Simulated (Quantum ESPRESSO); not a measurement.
Fitting the r2SCAN energy curve of MgS

It takes space group Fm-3m (No. 225, cubic). The conventional cell has a = 5.203 Å, b = 5.203 Å, c = 5.203 Å, α = 90.00°, β = 90.00°, γ = 90.00°. Around S (site symmetry m-3m) lie 6 Mg at 2.60 Å. Mg (site symmetry m-3m) is surrounded by 6 S at 2.60 Å.

The cell was scaled at fixed shape and fractions and run with Quantum ESPRESSO, SG15 PBE 1.2, cutoff 952 eV; r2SCAN, k mesh 7 × 7 × 7 on the cell of 2 atoms, fermi-dirac occupations of 0.05 eV, no spin polarisation, no spin-orbit coupling. The potentials were made for PBE. Energies are those that the program minimises, any entropy of the smearing included.

```csv
V (Å³/atom),energy over the lowest row (meV/atom)
16.5529,21.874
16.9051,?
17.2573,3.218
17.6095,0.000
17.9617,0.381
18.3139,3.966
18.6661,10.526
```

Q: Fit the third-order Birch-Murnaghan form, give V0, B0 and B′, and predict the energy left open.

A: With y = (V0/V)^(2/3), E = E0 + (9 V0 B0/16) [(y - 1)³ B′ + (y - 1)² (6 - 4y)]. Least squares through the rows shown give V0 = 17.7468 Å³/atom, E0 = -0.258 meV, B0 = 78.81 GPa (1 eV/Å³ = 160.218 GPa) and B′ = 3.91, with a largest miss of 0.011 meV. At V = 16.9051 the form with these constants gives 10.372 meV; the run gave 10.368 meV an atom.

The fitted minimum, 17.7468 Å³/atom, lies between the two lowest rows, slightly above the volume of the listed cell. The larger energy at the compressed end of the scan therefore comes partly from an off-centre window and partly from real anharmonicity. In a largely ionic rocksalt crystal of Mg²⁺ and S²⁻, closed-shell repulsion rises steeply as the ions approach, while the Madelung attraction varies more slowly. The large, polarisable sulfide ion and the long Mg–S contact make the lattice softer than that of MgO, in keeping with a bulk modulus of 78.81 GPa.

With B′ = 3.91, close to the value at which the cubic term in Eulerian strain vanishes, the curve is nearly parabolic in that strain. Since symmetry leaves no internal coordinate or cell shape to relax, the scan follows the true hydrostatic path of this phase. The close prediction of the omitted energy confirms smooth interpolation, but does not test the form under stronger compression.
